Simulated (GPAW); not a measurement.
A run of GPAW 26.7.0 is set up as follows.

run.py

```python
from ase import Atoms
from ase.dft.bandgap import bandgap
from ase.io import write
from ase.units import GPa
from gpaw import GPAW, PW, setup_paths

setup_paths.insert(0, '.')

atoms = Atoms(['W', 'S', 'S'],
              cell=[[1.579, 0.9116360751, 6.1633333333],
                    [-1.579, 0.9116360751, 6.1633333333],
                    [0.0, -1.8232721501, 6.1633333333]],
              scaled_positions=[[0.0, 0.0, 0.0],
                                [0.581, 0.581, 0.581],
                                [0.7503, 0.7503, 0.7503]],
              pbc=True)

calc = GPAW(mode=PW(600),
            xc='PBEsol',
            kpts={'size': (7, 7, 7), 'gamma': True},
            occupations={'name': 'fermi-dirac', 'width': 0.05},
            nbands=25,
            convergence={'density': 1e-05, 'energy': 1e-05},
            maxiter=150,
            txt='gpaw.txt')
atoms.calc = calc
energy = atoms.get_potential_energy()
forces = atoms.get_forces()
stress = atoms.get_stress()
calc.write('gs.gpw')
write('result.traj', atoms)
print(f'Energy: {energy:.6f} eV')
print('Forces (eV/A):')
print(forces.round(4))
print('Stress (GPa):', (stress / GPa).round(3))
print('Fermi level:', round(calc.get_fermi_level(), 4), 'eV')
print(f'Gap: {bandgap(calc)[0]:.4f} eV, direct: {bandgap(calc, direct=True)[0]:.4f} eV')

path = atoms.cell.bandpath('GLB1,BZGX,QFP1Z,LP', npoints=60, eps=1e-4)
bs_calc = calc.fixed_density(kpts=path, symmetry='off', nbands=39,
                             convergence={'bands': 'CBM+6.0', 'eigenstates': 1e-6}, txt='bands.txt')
bs = bs_calc.band_structure()
bs.write('bs.json')
print(f'Gap on the path: {bandgap(bs_calc)[0]:.4f} eV')
```

Potentials or basis: PAW data sets generated in the run's folder for this functional, pw.

Command:

```sh
$ gpaw-setup -f PBEsol S W
$ OMP_NUM_THREADS=1 python run.py
```

Problem. What does it give for the band gap on the k mesh?

Solution. 1.09 eV, indirect (least direct gap 2.30 eV).

Problem. What does it give for the largest force?

Solution. 0.601 eV/Å.

Problem. Predict the band gap along the path.

Solution. 0.97 eV, indirect (least direct gap 1.89 eV).

Problem. Predict the pressure.

Solution. -0.7 GPa.

Stress tensor (GPa, compression positive):
```
-1.07  0.00  0.00
 0.00 -1.07  0.00
 0.00  0.00  0.01
```

Caveat: spin-orbit coupling is left out, which moves the levels of the heavy elements; the mesh misses the band edges, which the band path finds closer together; the program warned that so skewed a cell can give wrong results. A hybrid or GW would open this gap; PBEsol tends to underestimate it.
